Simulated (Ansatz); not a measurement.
The elements of this relaxed trial crystal are hidden behind letters.

```
lattice vectors (Å)
   4.3203    0.0000    0.0000
   0.0000    4.3203    0.0000
   0.0000    0.0000   18.5255
fractional positions
X 0.0000 0.0000 0.8322
X 0.0000 0.0000 0.1678
X 0.5000 0.5000 0.3340
X 0.0000 0.0000 0.5000
X 0.5000 0.5000 0.6660
Z 0.5000 0.5000 0.0000
Q 0.0000 0.0000 0.0000
Q 0.5000 0.5000 0.1722
Q 0.0000 0.0000 0.3353
Q 0.5000 0.5000 0.5000
Q 0.0000 0.0000 0.6647
Q 0.5000 0.5000 0.8278
```

Level of theory: DFT PBE, scalar-relativistic, plane waves, PAW (Ansatz). Settings of the last relaxation (12-atom cell): 420 eV, 10×10×2 k points, Gaussian smearing of 0.10 eV, no spin polarisation.

- Space group: P4/mmm (No. 123)
- Conventional cell: a = 4.320 Å, c = 18.526 Å
- Volume per atom: 28.82 Å³
- Density: 7.34 g/cm³
- Formation energy: −0.24 eV/atom
- Gap on the 10×10×2 mesh of the 12-atom cell: 0 eV (a metal)

Energies are uncorrected and count from the elements' standard states at the same level.

Q: X is a d-block element of period 5, Z is a d-block element of period 6 and Q is a p-block element of period 5. Which elements are they?

A: X = Cd, Z = Hg, Q = Te, so the formula is Cd5HgTe6. Density times volume gives a mean mass of 7.34 × 28.82/1.6605 = 127.4 u per atom, and this set has 127.4 u. Cd on a site of symmetry 4mm is surrounded by 6 Te at 3.06–3.11 Å; Hg has 6 Te at 3.05–3.19 Å; Te on a site of symmetry 4/mmm has 4 Hg at 3.05 Å and 2 Cd at 3.11 Å; 5 more sites not described. Other sets within the hints have nearly the same mass, so mass alone doesn't settle it; this one was computed.

Spin–orbit coupling, which can matter for Hg and Te, is left out. A structure relaxed within its symmetry needn't be a true minimum. Another cell of Cd5HgTe6 relaxed alike, in P-4m2, lies 175 meV/atom lower, so this cell isn't the stable form at this level.
